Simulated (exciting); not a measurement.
Wanted: the native input for an exciting (release sodium) run.

```yaml
Task: band structure
Functional: PBEsol
Potentials_or_basis: all-electron LAPW+lo, shipped species files, valence relativity iora*
rgkmax: 7.5
k_mesh: 9 × 9 × 9
Occupations: fermi-dirac, width 0.05 eV
Spin: no spin polarisation
outputlevel: normal
gmaxvr_cutoff_of_density_and_potential: 14 1/bohr
lmaxapw_and_lmaxmat: 10
lmaxvr: 8
nempty: 14
Valence_relativity: iora*
epsengy: 1e-05 Ha
epspot: 1e-05 Ha
maxscl: 60
Muffin-tin_radii: Zr 2.3, S 1.9 bohr
```

ZrS:

```
CELL_PARAMETERS angstrom
0.00000 2.62500 2.62500
2.62500 0.00000 2.62500
2.62500 2.62500 0.00000
ATOMIC_POSITIONS crystal
Zr 0.00000 0.00000 0.00000
S 0.50000 0.50000 0.50000
```

One way to write it, as run:

input.xml

```xml
<input>
  <title>ZrS</title>
  <structure speciespath="./" tshift="false">
    <crystal scale="1">
      <basevect>0.000000000000 4.960531077143 4.960531077143</basevect>
      <basevect>4.960531077143 0.000000000000 4.960531077143</basevect>
      <basevect>4.960531077143 4.960531077143 0.000000000000</basevect>
    </crystal>
    <species speciesfile="Zr.xml" rmt="2.3">
      <atom coord="0.000000000000 0.000000000000 0.000000000000"/>
    </species>
    <species speciesfile="S.xml" rmt="1.9">
      <atom coord="0.500000000000 0.500000000000 0.500000000000"/>
    </species>
  </structure>
  <groundstate do="fromscratch" ngridk="9 9 9" rgkmax="7.5" gmaxvr="14" lmaxapw="10" lmaxmat="10" lmaxvr="8" xctype="GGA_PBE_SOL" stype="Fermi Dirac" swidth="0.00183747" nempty="14" ValenceRelativity="iora*" epsengy="1e-05" epspot="1e-05" maxscl="60" outputlevel="normal"/>
  <properties>
    <bandstructure>
      <plot1d>
        <path steps="80">
          <point coord="0 0 0" label="G"/>
          <point coord="0.5 0 0.5" label="X"/>
          <point coord="0.5 0.25 0.75" label="W"/>
          <point coord="0.375 0.375 0.75" label="K"/>
          <point coord="0 0 0" label="G"/>
          <point coord="0.5 0.5 0.5" label="L"/>
          <point coord="0.625 0.25 0.625" label="U"/>
          <point coord="0.5 0.25 0.75" label="W"/>
          <point coord="0.5 0.5 0.5" label="L"/>
          <point coord="0.375 0.375 0.75" label="K" breakafter="true"/>
          <point coord="0.625 0.25 0.625" label="U"/>
          <point coord="0.5 0 0.5" label="X"/>
        </path>
      </plot1d>
    </bandstructure>
    <dos nwdos="300" winddos="-0.6 0.5" inttype="tetra" ngrdos="100" nsmdos="2"/>
  </properties>
</input>
```

Potentials or basis: all-electron LAPW+lo, shipped species files, valence relativity iora*.

Launch:

```sh
$ OMP_NUM_THREADS=1 exciting_smp
```

Results of the run:

```
Band gap on the k mesh                            : none (metal or under the smearing width)
All electrons inside the program's atomic spheres : Zr 37.26; S 13.63 (radii Zr 2.3, S 1.9 bohr)
```

Caveat: the log's total energy holds no entropy term; the free energy is that total less TS from the occupations.

It took 55 s on 1 thread of Arm Neoverse V2, on a shared host, peak memory 0.13 GiB.
